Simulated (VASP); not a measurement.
Input of a VASP 6.6.1 run:

Contents of run.py:

```python
from ase.calculators.vasp import Vasp
from ase.dft.bandgap import bandgap
from ase.io import read

atoms = read('AlPt.cif', primitive_cell=True, subtrans_included=False)
calc = Vasp(
    directory='calc',
    xc='lda',
    pp='LDA',
    setups='recommended',
    pp_version='54',
    prec='Accurate',
    encut=520,
    ediff=1e-06,
    ismear=0,
    sigma=0.05,
    lreal=False,
    lasph=True,
    nelm=80,
    algo='Fast',
    isif=2,
    lwave=False,
    lcharg=False,
    kpts=[9, 9, 9],
    gamma=True,
)
atoms.calc = calc

print('energy (eV):', atoms.get_potential_energy())
print('free energy (eV):', atoms.get_potential_energy(force_consistent=True))
print('forces (eV/A):')
print(atoms.get_forces())
print('stress (eV/A^3, Voigt):', atoms.get_stress())
print('Fermi level (eV):', calc.get_fermi_level())
gap, top, bottom = bandgap(calc)
print('band gap (eV):', gap, 'from (spin, k, band)', top, 'to', bottom)
```

AlPt.cif

```cif
data_AlPt
_cell_length_a 3.09154600
_cell_length_b 3.09154600
_cell_length_c 3.09154600
_cell_angle_alpha 90.00000000
_cell_angle_beta 90.00000000
_cell_angle_gamma 90.00000000
_space_group_name_H-M_alt 'Pm-3m'
_space_group_name_Hall '-P 4 2 3'
_space_group_IT_number 221
loop_
_space_group_symop_operation_xyz
'x,y,z'
'-x,-y,-z'
'-y,x,z'
'y,-x,-z'
'-x,-y,z'
'x,y,-z'
'y,-x,z'
'-y,x,-z'
'x,-y,-z'
'-x,y,z'
'-y,-x,-z'
'y,x,z'
'-x,y,-z'
'x,-y,z'
'y,x,-z'
'-y,-x,z'
'z,x,y'
'-z,-x,-y'
'z,-y,x'
'-z,y,-x'
'z,-x,-y'
'-z,x,y'
'z,y,-x'
'-z,-y,x'
'-z,x,-y'
'z,-x,y'
'-z,-y,-x'
'z,y,x'
'-z,-x,y'
'z,x,-y'
'-z,y,x'
'z,-y,-x'
'y,z,x'
'-y,-z,-x'
'x,z,-y'
'-x,-z,y'
'-y,z,-x'
'y,-z,x'
'-x,z,y'
'x,-z,-y'
'-y,-z,x'
'y,z,-x'
'-x,-z,-y'
'x,z,y'
'y,-z,-x'
'-y,z,x'
'x,-z,y'
'-x,z,-y'
loop_
_atom_site_label
_atom_site_type_symbol
_atom_site_symmetry_multiplicity
_atom_site_Wyckoff_symbol
_atom_site_fract_x
_atom_site_fract_y
_atom_site_fract_z
_atom_site_occupancy
Pt1 Pt 1 b 0.5000000000 0.5000000000 0.5000000000 1
Al1 Al 1 a 0.0000000000 0.0000000000 0.0000000000 1
```

Potentials or basis: VASP PAW LDA potentials, release 54 (Pt, Al).

Launch:

```console
$ python run.py
```

Estimate the band gap on the k mesh.

none (metal or under the smearing width).

Predict the pressure.

-9.4 GPa.

The run has no spin-orbit coupling, so splittings on Pt are missing.
